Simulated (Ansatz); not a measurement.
# In (I4/mmm) in Ansatz: notebook

Aim: see how the results for In move with the level of theory and the settings. Levels: PBEsol+D4, RPBE+D3(BJ), RPBE+D4, revPBE+D3(BJ). Tasks: relaxation of cell and atoms.

Everything below comes from runs of Ansatz 0.2.0. Logs are shortened: lines on timing, memory, paths and dates and some standing lists are left out, and cuts for length are marked.

### Step 1. The structure

It takes space group I4/mmm (No. 139, tetragonal). Conventional cell: a = 3.251 Å, b = 3.251 Å, c = 4.947 Å, α = 90.00°, β = 90.00°, γ = 90.00°. Around In (site symmetry 4/mmm) lie 12 In at 3.25 to 3.38 Å.

### Step 2. Relaxation of cell and atoms, PBEsol+D4

File input.yaml:

```yaml
crystal:
  lattice:
    - [-1.62547, 1.62547, 2.4737]
    - [1.62547, -1.62547, 2.4737]
    - [1.62547, 1.62547, -2.4737]
  atoms:
    - { symbol: In, position: [0.0, 0.0, 0.0] }
hamiltonian:
  xc: pbesol
  pseudopotentials: { kind: paw }
  dispersion: d4
kpoints:
  mp_grid: { grid: [11, 11, 11] }
scf:
  occupations: { method: fermi_dirac, width: 0.05 }
output:
  forces: true
  stress: true
  eigenvalues: true
relax:
  f_tol: 0.01
  max_steps: 40
  cell: { stress_tol: 0.05 }
```

Potentials or basis: Ansatz PAW.

The run is started by

```sh
$ ansatz run input.yaml --threads 2 --pin off --max-ram 5632MiB --backend cpu --events-out ev --progress --plain --runs-dir out
```

Log:

```text
Warning: RAYON_NUM_THREADS=2 ignored (pool sized by the plan → 2); use --threads N
Engine: ansatz 0.2.0, aarch64-unknown-linux-gnu
Pseudopotentials: kind: paw
Pseudopotential: In, paw, valence charge 13, recommended cutoff 420 eV (normal), In.paw.azcp
Functional definition: PBEsol
  exchange = pbesol_x
  correlation = pbesol_c
Crystal: 1 atoms, lattice volume = 26.144 Å³
Basis set: ecut = 420 eV, 533 PW (Γ), exchange–correlation on 48×48×48 points (8 copies of the dense FFT grid, shifted against one another)
Bands: 11, of which v1, the nominal top of the filled ones, is band 7 counted from 1 (6 counted from 0)
Symmetry: 16 space group operations
Space group: I4/mmm (ITA 139), of the structure as read, at distance tolerance 3.0e-5 Å
k-points: 126 of 1331
Non-local potential: In, projectors of the file, l = 0: 2, l = 1: 2, l = 2: 2, l = 3: 2
PAW form: soft (Blöchl's): semilocal exchange-correlation on the pseudo side does not see the compensation charge
PAW frozen core: In, regenerated for the run's functional, and the local potential with it (the file was generated under x = pbe(κ = 0.804, μ = 0.2195149727645171), c = pbe(β = 0.06672455060314922))
PAW one-centre angular grid: In, 590 points (default); XC on 64 Gauss nodes
Initial density: superposition of atomic densities (neutral atoms: chi_scale 0, normalization atom), corrected by the library's trained network
Initial wavefunctions: pseudopotential atomic-orbital guess
Functional: x = pbesol(κ = 0.804, μ = 0.12345679012345678), c = pbesol(β = 0.046)
SCF iter   1: F=—  HF=-5525.618039 eV  |F-HF|=—  |Δ(HF+E_count)|=         —  Δρ=3.06e-3  dr2=2.36e-3  ethr=1.77e-3  ⟨swp⟩=5.3  Hψ=8286  notcnv=0
preconditioner: auto → none  [metal: Δε(μ)=0.038 eV  Ē_g=19.588 eV  σ=0.050 eV  W_gap=0.19  n_scr=8 (ndim 8)  ℏωp=26.2 eV  f_vac=0.000  D(μ)=0.47/eV (n_scr^D=0)  sad-step TF]
SCF iter   2: F=—  HF=-5525.616391 eV  |F-HF|=—  |Δ(HF+E_count)|=   1.65e-3  Δρ=1.24e-3  dr2=5.01e-4  ethr=1.81e-5  ⟨swp⟩=1.9  Hψ=2877  notcnv=0  defer=1
SCF iter   3: F=—  HF=-5525.616184 eV  |F-HF|=—  |Δ(HF+E_count)|=   2.07e-4  Δρ=3.66e-4  dr2=1.67e-5  ethr=3.85e-6  ⟨swp⟩=2.0  Hψ=2142  notcnv=0  defer=3
SCF iter   4: F=—  HF=-5525.616177 eV  |F-HF|=—  |Δ(HF+E_count)|=   6.09e-6  Δρ=7.87e-5  dr2=1.43e-6  ethr=1.28e-7  ⟨swp⟩=2.0  Hψ=2098  notcnv=0  defer=2
iter 5 did not close the SCF: its close was put off for the readings that it lacked (scf_convergence_deferred on its scf_iter line)
SCF iter   5: F=-5525.616177 eV  HF=-5525.616177 eV  |F-HF|=6.12e-9  |Δ(HF+E_count)|=   6.94e-7  Δρ=5.73e-6  dr2=1.21e-8  ethr=1.10e-8  ⟨swp⟩=2.0  Hψ=2076  notcnv=0  defer=3
SCF iter   6: F=-5525.616177 eV  HF=-5525.616177 eV  |F-HF|=8.19e-12  |Δ(HF+E_count)|=   1.61e-9  Δρ=1.18e-6  dr2=1.85e-10  ethr=9.33e-11  ⟨swp⟩=3.9  Hψ=5962  notcnv=0
SCF 1 converged in 6 iterations: F = -5525.616177 eV  dr2 = 1.85e-10
relax step   1: F+E_penalty+E_count = -5525.61617672 eV  Δ(F+E_penalty+E_count) = +0.000e0 eV  max|allowed force component| = 0.000e0 eV/Å  Δτ_max = 0.0000 Å  P = -2.187 GPa  Ω = 26.144 Å³  (6 SCF iters, dr2 threshold 1.00e-7 eV, accepted)
Crystal: 1 atoms, lattice volume = 24.924 Å³
Basis set: ecut = 420 eV, 493 PW (Γ), exchange–correlation on 48×48×48 points (8 copies of the dense FFT grid, shifted against one another)
Initial density: handed on by an earlier stage of this run
Initial wavefunctions: those handed on with the density
iter 1 solved again at ethr=2.89e-6 eV; its pass at ethr=3.10e-3 eV (dr2=3.76e-4 eV) is discarded
SCF iter   1: F=—  HF=-5525.626299 eV  |F-HF|=—  |Δ(HF+E_count)|=         —  Δρ=1.13e-3  dr2=4.09e-4  ethr=2.89e-6  ⟨swp⟩=2.2  Hψ=12462  notcnv=0
preconditioner: auto → none  [metal: Δε(μ)=0.053 eV  Ē_g=19.922 eV  σ=0.050 eV  W_gap=0.26  n_scr=8 (ndim 8)  ℏωp=26.8 eV  f_vac=0.000  D(μ)=0.44/eV (n_scr^D=0)]
SCF iter   2: F=—  HF=-5525.626150 eV  |F-HF|=—  |Δ(HF+E_count)|=   1.49e-4  Δρ=5.94e-4  dr2=4.30e-5  ethr=2.89e-6  ⟨swp⟩=2.7  Hψ=2321  notcnv=0
SCF iter   3: F=—  HF=-5525.626145 eV  |F-HF|=—  |Δ(HF+E_count)|=   5.13e-6  Δρ=1.85e-4  dr2=5.07e-6  ethr=3.31e-7  ⟨swp⟩=1.0  Hψ=1386  notcnv=0
SCF iter   4: F=-5525.626145 eV  HF=-5525.626145 eV  |F-HF|=1.89e-9  |Δ(HF+E_count)|=   3.23e-7  Δρ=6.78e-6  dr2=8.63e-9  ethr=7.69e-10  ⟨swp⟩=5.0  Hψ=7433  notcnv=0
SCF 2 converged in 4 iterations: F = -5525.626145 eV  dr2 = 8.63e-9
relax step   2: F+E_penalty+E_count = -5525.62614500 eV  Δ(F+E_penalty+E_count) = -9.968e-3 eV  max|allowed force component| = 0.000e0 eV/Å  Δτ_max = 0.0000 Å  P = -0.176 GPa  Ω = 24.924 Å³  energy of the carried Pulay correction = +2.954e-4 eV  (4 SCF iters, dr2 threshold 1.00e-7 eV, accepted)
Crystal: 1 atoms, lattice volume = 24.771 Å³
iter 1 solved again at ethr=1.03e-7 eV; its pass at ethr=3.10e-3 eV (dr2=1.34e-5 eV) is discarded
SCF iter   1: F=—  HF=-5525.627082 eV  |F-HF|=—  |Δ(HF+E_count)|=         —  Δρ=2.17e-4  dr2=1.22e-5  ethr=1.03e-7  ⟨swp⟩=2.9  Hψ=12433  notcnv=0
preconditioner: auto → none  [metal: Δε(μ)=0.005 eV  Ē_g=19.981 eV  σ=0.050 eV  W_gap=0.03  n_scr=8 (ndim 8)  ℏωp=26.9 eV  f_vac=0.000  D(μ)=0.46/eV (n_scr^D=0)]
SCF iter   2: F=—  HF=-5525.627080 eV  |F-HF|=—  |Δ(HF+E_count)|=   2.26e-6  Δρ=1.17e-4  dr2=2.06e-6  ethr=9.37e-8  ⟨swp⟩=2.0  Hψ=2184  notcnv=0
SCF iter   3: F=—  HF=-5525.627080 eV  |F-HF|=—  |Δ(HF+E_count)|=   6.20e-8  Δρ=2.42e-5  dr2=1.32e-7  ethr=1.58e-8  ⟨swp⟩=1.0  Hψ=1386  notcnv=0
SCF iter   4: F=-5525.627080 eV  HF=-5525.627080 eV  |F-HF|=1.29e-10  |Δ(HF+E_count)|=   9.17e-9  Δρ=2.28e-6  dr2=6.67e-10  ethr=7.69e-10  ⟨swp⟩=5.3  Hψ=6155  notcnv=0
SCF 3 converged in 4 iterations: F = -5525.627080 eV  dr2 = 6.67e-10
[... 37 lines left out ...]
preconditioner: auto → none  [metal: Δε(μ)=0.038 eV  Ē_g=19.970 eV  σ=0.050 eV  W_gap=0.19  n_scr=8 (ndim 8)  ℏωp=26.9 eV  f_vac=0.000  D(μ)=0.53/eV (n_scr^D=0)]
SCF iter   2: F=—  HF=-5525.627973 eV  |F-HF|=—  |Δ(HF+E_count)|=   3.16e-8  Δρ=1.04e-4  dr2=2.00e-6  ethr=6.91e-8  ⟨swp⟩=1.0  Hψ=1386  notcnv=0
SCF iter   3: F=-5525.627973 eV  HF=-5525.627973 eV  |F-HF|=6.79e-10  |Δ(HF+E_count)|=   1.98e-7  Δρ=5.57e-6  dr2=4.30e-9  ethr=7.69e-10  ⟨swp⟩=4.5  Hψ=6703  notcnv=0
SCF 7 converged in 3 iterations: F = -5525.627973 eV  dr2 = 4.30e-9
relax step   7: F+E_penalty+E_count = -5525.62797341 eV  Δ(F+E_penalty+E_count) = -2.312e-4 eV  max|allowed force component| = 0.000e0 eV/Å  Δτ_max = 0.0000 Å  P = -0.010 GPa  Ω = 24.823 Å³  energy of the carried Pulay correction = +3.197e-4 eV  (3 SCF iters, dr2 threshold 1.00e-7 eV, accepted)
Initial wavefunctions: pseudopotential atomic-orbital guess (no wavefunctions were taken with the density)
iter 1 solved again at ethr=5.18e-8 eV; its pass at ethr=3.10e-3 eV (dr2=6.73e-6 eV) is discarded
SCF iter   1: F=—  HF=-5525.627666 eV  |F-HF|=—  |Δ(HF+E_count)|=         —  Δρ=9.48e-5  dr2=3.84e-7  ethr=5.18e-8  ⟨swp⟩=3.4  Hψ=12277  notcnv=0
SCF iter   2: F=—  HF=-5525.627666 eV  |F-HF|=—  |Δ(HF+E_count)|=   6.43e-7  Δρ=4.30e-5  dr2=8.16e-8  ethr=2.96e-9  ⟨swp⟩=2.0  Hψ=2030  notcnv=0
SCF iter   3: F=—  HF=-5525.627666 eV  |F-HF|=—  |Δ(HF+E_count)|=   5.88e-8  Δρ=9.24e-6  dr2=4.02e-9  ethr=6.28e-10  ⟨swp⟩=2.1  Hψ=1596  notcnv=0
SCF iter   4: F=—  HF=-5525.627666 eV  |F-HF|=—  |Δ(HF+E_count)|=   2.64e-9  Δρ=1.12e-6  dr2=1.08e-10  ethr=3.09e-11  ⟨swp⟩=2.0  Hψ=2117  notcnv=0
SCF iter   5: F=-5525.627666 eV  HF=-5525.627666 eV  |F-HF|=2.73e-12  |Δ(HF+E_count)|=  6.00e-11  Δρ=4.44e-8  dr2=2.08e-13  ethr=1.00e-12  ⟨swp⟩=5.6  Hψ=5117  notcnv=0
SCF 8 converged in 5 iterations: F = -5525.627666 eV  dr2 = 2.08e-13
relax step   8: F+E_penalty+E_count = -5525.62766583 eV  Δ(F+E_penalty+E_count) = +3.076e-4 eV  max|allowed force component| = 0.000e0 eV/Å  Δτ_max = 0.0000 Å  P = -0.012 GPa  Ω = 24.823 Å³  stress off target by 5.55e-2 GPa  SCF on the basis re-selected at this cell (its energy is not comparable with the rows above)  (5 SCF iters)
basis re-selected at this cell: Δ(F+E_penalty+E_count) = +3.076e-4 eV, ΔP = -0.002 GPa vs the last step (what re-selecting the basis moved, of the pressure what is left beyond the Pulay correction that the steps carried, after the strain that the cell walked since its last selection, with what the two solves' SCF thresholds leave and, on support functions, any second-order correction that the steps lacked; it is no measure of the basis error at this ecutwfc). This SCF's stress stands 5.55e-2 GPa from its target on what of the cell is left free (relax.cell.stress_tol is 5.00e-2 GPa) and its largest allowed force component is 0.00e0 eV/Å (relax.f_tol is 1.00e-2 eV/Å): not within both, so this SCF does not close the relaxation
Crystal: 1 atoms, lattice volume = 24.819 Å³
iter 1 solved again at ethr=9.36e-9 eV; its pass at ethr=3.10e-3 eV (dr2=1.22e-6 eV) is discarded
SCF iter   1: F=—  HF=-5525.627671 eV  |F-HF|=—  |Δ(HF+E_count)|=         —  Δρ=3.11e-5  dr2=1.93e-7  ethr=9.36e-9  ⟨swp⟩=3.2  Hψ=11982  notcnv=0
preconditioner: auto → none  [metal: Δε(μ)=0.028 eV  Ē_g=19.971 eV  σ=0.050 eV  W_gap=0.14  n_scr=8 (ndim 8)  ℏωp=26.9 eV  f_vac=0.000  D(μ)=0.54/eV (n_scr^D=0)]
SCF iter   2: F=—  HF=-5525.627671 eV  |F-HF|=—  |Δ(HF+E_count)|=   1.59e-8  Δρ=1.51e-5  dr2=4.20e-8  ethr=1.49e-9  ⟨swp⟩=1.0  Hψ=1386  notcnv=0
SCF iter   3: F=-5525.627671 eV  HF=-5525.627671 eV  |F-HF|=2.00e-11  |Δ(HF+E_count)|=   2.89e-9  Δρ=7.75e-7  dr2=7.11e-11  ethr=5.91e-11  ⟨swp⟩=3.4  Hψ=5467  notcnv=0
SCF 9 converged in 3 iterations: F = -5525.627671 eV  dr2 = 7.11e-11
relax step   9: F+E_penalty+E_count = -5525.62767099 eV  Δ(F+E_penalty+E_count) = -5.163e-6 eV  max|allowed force component| = 0.000e0 eV/Å  Δτ_max = 0.0000 Å  P = -0.001 GPa  Ω = 24.819 Å³  energy of the carried Pulay correction = +9.038e-7 eV  (3 SCF iters, dr2 threshold 7.69e-9 eV, accepted)
iter 1 solved again at ethr=3.50e-8 eV; its pass at ethr=3.10e-3 eV (dr2=4.56e-6 eV) is discarded
SCF iter   1: F=—  HF=-5525.627669 eV  |F-HF|=—  |Δ(HF+E_count)|=         —  Δρ=1.88e-6  dr2=2.09e-10  ethr=3.50e-8  ⟨swp⟩=3.7  Hψ=12462  notcnv=0
eigensolver tolerance schedule: the retry pair's looser diagonalisation over-reported the residual by 21766.41 of it (diagonalisation noise at 0.33 of the residual, at the tolerance the schedule requests for it); recorded, not acted on — ethr = c·dr2/N_el stays at c = 1.0e-1
SCF iter   2: F=—  HF=-5525.627668 eV  |F-HF|=—  |Δ(HF+E_count)|=   6.56e-7  Δρ=9.15e-7  dr2=4.77e-11  ethr=1.61e-12  ⟨swp⟩=2.5  Hψ=2354  notcnv=0
SCF iter   3: F=-5525.627668 eV  HF=-5525.627668 eV  |F-HF|=2.73e-12  |Δ(HF+E_count)|=  4.18e-11  Δρ=8.09e-8  dr2=9.26e-13  ethr=1.00e-12  ⟨swp⟩=4.6  Hψ=6217  notcnv=0
SCF 10 converged in 3 iterations: F = -5525.627668 eV  dr2 = 9.26e-13
relax step  10: F+E_penalty+E_count = -5525.62766844 eV  Δ(F+E_penalty+E_count) = +2.557e-6 eV  max|allowed force component| = 0.000e0 eV/Å  Δτ_max = 0.0000 Å  P = -0.001 GPa  Ω = 24.819 Å³  stress off target by 1.26e-2 GPa  SCF on the basis re-selected at this cell (its energy is not comparable with the rows above)  (3 SCF iters)
basis re-selected at this cell: Δ(F+E_penalty+E_count) = +2.557e-6 eV, ΔP = -0.000 GPa vs the last step (what re-selecting the basis moved, of the pressure what is left beyond the Pulay correction that the steps carried, after the strain that the cell walked since its last selection, with what the two solves' SCF thresholds leave and, on support functions, any second-order correction that the steps lacked; it is no measure of the basis error at this ecutwfc). This SCF's stress stands 1.26e-2 GPa from its target on what of the cell is left free (relax.cell.stress_tol is 5.00e-2 GPa) and its largest allowed force component is 0.00e0 eV/Å (relax.f_tol is 1.00e-2 eV/Å): within both
SCF converged after 3 iterations
Free energy (F): -5525.627668 eV
Harris-Foulkes:  -5525.627668 eV  (|F-HF|=2.73e-12)
Internal energy: -5525.623404 eV  (E = F + TS)
E sigma→0 (E₀):  -5525.625536 eV
Entropy (-TS):   -0.004264 eV (-4.264 meV/atom)
Fermi energy:    10.858762 eV
--- Per-component energies (eV) ---
  E_band       = -15.771714
  E_kinetic    = 242.257785
  E_local      = -1043.453410  (includes V_loc(G=0)·N_el)
  E_nonlocal   = 367.410487
  E_hartree    = 408.794510
  E_xc         = -214.427280
  E_vxc        = -100.919331  (∫ρ·V_xc dr)
  E_paw        = -4081.439393  (= ΣΔE_a)
  E_vpaw       = -298.656258  (= ΣTr[D̂ρ^β])
  E_aug_tail   = 0.000025  (compensation charges beyond the density's cutoff)
  E_ewald      = -1204.780710
  E_disp       = -0.221322  (pairwise vdW)
  E_core_change = 0.235902  (= ΣΔE_core)
  E_smearing   = -0.004264  (= −TS)
  E_closure    = 0.000000  (closes the sum)
  Σ components = -5525.627668   (vs F -5525.627668, Δ=0.00e0)
--- Forces (eV/Å), atoms counted from 1 ---
  atom   1  In     0.00000000     0.00000000     0.00000000
  max |Σ_I F_I| component: 1.97e-31 eV/Å
--- Stress (GPa, compression-positive) ---
       -0.008530       0.000000       0.000000
        0.000000      -0.008530       0.000000
       -0.000000      -0.000000       0.012564
  P = ⅓ Tr σ = -0.0015 GPa (-0.015 kbar)
--- Band table (eV; the first three rows and the last of 126) ---
  k-point 0: bands = ["-3.8124", "-3.7484", "-3.7484", "-3.6021", "-3.5382", "0.9090", "21.8485", "21.8485", "21.9574", "22.4807", "25.2556"]
  k-point 1: bands = ["-3.7763", "-3.7701", "-3.7208", "-3.5986", "-3.5498", "1.1674", "20.4504", "20.5539", "21.0170", "21.6137", "26.1248"]
  k-point 2: bands = ["-3.8279", "-3.6769", "-3.6461", "-3.6445", "-3.5317", "1.9515", "18.4076", "18.5347", "19.4240", "20.4022", "22.2675"]
  k-point 125: bands = ["-4.0179", "-3.9052", "-3.4126", "-3.3764", "-3.3580", "8.3345", "8.4411", "14.0301", "15.5228", "19.0501", "20.5189"]
--- Relaxed structure (8 steps of the walk, 7 accepted, 2 SCFs on fresh bases) ---
  F+E_penalty+E_count = -5525.62766844 eV   max|allowed force component| = 0.000e0 eV/Å   (the final SCF, on the basis selected at the relaxed cell)
  cell:  # Å, volume = 24.8188 Å³
    - [-1.6155014935833725, 1.6155014935833725, 2.3774194283624506]
    - [1.6155014935833725, -1.6155014935833725, 2.3774194283624506]
    - [1.6155014935833725, 1.6155014935833725, -2.3774194283624506]
  atoms:
    - { symbol: In, position: [0.0, 0.0, 0.0] }
```

It took 20 s on 2 threads of Arm Neoverse N1, shared host; peak memory 0.35 GiB.

What came out:

```yaml
Free_energy: -5525.6277 eV
Relaxed_volume: 24.82 Å³/atom
Relaxed_cell: a = 3.297 Å, b = 3.297 Å, c = 3.297 Å, α = 121.32°, β = 121.32°, γ = 87.72°
Space_group_after_relaxing_to_0.05_Å: I4/mmm (No. 139)
Energy_gained_by_relaxing: 11.5 meV/atom
Ionic_steps: 9
Pressure_after_relaxing: 0.0 GPa
Band_gap_on_the_k_mesh: none (metal or under the smearing width)
```

Step by step:
| step | energy change (eV) | largest force (eV/Å) | volume (Å³) |
| --- | --- | --- | --- |
| 1 | 0.0000 | 0.0000 | 26.14 |
| 2 | -0.0100 | 0.0000 | 24.92 |
| 3 | -0.0109 | 0.0000 | 24.77 |
| 4 | -0.0112 | 0.0000 | 24.78 |
| 5 | -0.0116 | 0.0000 | 24.82 |
| 6 | -0.0118 | 0.0000 | 24.82 |
| 7 | -0.0115 | 0.0000 | 24.82 |
| 8 | -0.0115 | 0.0000 | 24.82 |
| 9 | -0.0115 | 0.0000 | 24.82 |

Final structure:
```
In
1.0
    -1.61550    1.61550    2.37742
     1.61550   -1.61550    2.37742
     1.61550    1.61550   -2.37742
In
1
Direct
  0.00000 0.00000 0.00000
```

Levels at points of the mesh, in eV from the Fermi level:
```tsv
k point	band 2	band 3	band 4	band 5	band 6	band 7	band 8	band 9	band 10	band 11
(0.00, 0.00, 0.00)	-14.61	-14.61	-14.46	-14.40	-9.95	10.99	10.99	11.10	11.62	14.40
```

Caveat: the plane-wave basis is chosen anew once the cell has moved, so the energies of steps on either side of that aren't comparable; pairwise dispersion overbinds metals, which lowers pressure and volume; the PAW data sets come from PBE, with cores solved anew for the run's functional, which leaves a small shift of forces and pressure.

[end of part 1 of 2]
